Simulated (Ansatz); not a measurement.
From formation energies to a reaction energy: Li2H

The calculation used DFT PBE, scalar-relativistic, plane waves, PAW (Ansatz). Settings: cutoff 420 eV, Γ-centred meshes spaced at most about 0.3 Å⁻¹, and about 0.25 Å⁻¹ or finer for metals (2π included), Gaussian smearing. No spin polarisation.

Formation energies are uncorrected and refer to the elements' standard structures at the same level (H₂ as a molecule).

Temperature and zero-point effects are left out. With hydrogen, zero-point motion can shift formation energies by some tens of meV/atom.

A trial structure of Li2H (reached from: ordered vacancies on the anion sites of nickel arsenide; relaxed: space group P-6m2 (No. 187), a = 2.798 Å, c = 5.210 Å) has a formation energy of -0.180 eV/atom. At its composition the lowest mixture among the elements and 1 reference phase computed alike (others may be missing) consists of these:

```csv
phase,source,ΔE_f (eV/atom)
Li (solid),element,-0.004
LiH (Fm-3m),textbook type,-0.417
```

The lowest database cell of Li (-0.004) lies slightly below the reference, hence the non-zero entry.

Question: Write the balanced decomposition and find its energy per atom, per formula unit and per mole of formula units.

Answer: Balancing Li and H gives Li2H → Li + LiH. The left side holds 3 atoms, and the products take 1/3 (Li) and 2/3 (LiH) of them. The mixture therefore lies at 1/3 × (-0.004) + 2/3 × (-0.417) = -0.279 eV/atom. The reaction energy is -0.279 − (-0.180) = -0.099 eV/atom. Times 3 atoms that is -0.297 eV per Li2H, and times 96.485 it is -29 kJ per mole of Li2H. Decomposition is downhill, so the trial structure is unstable against this mixture.
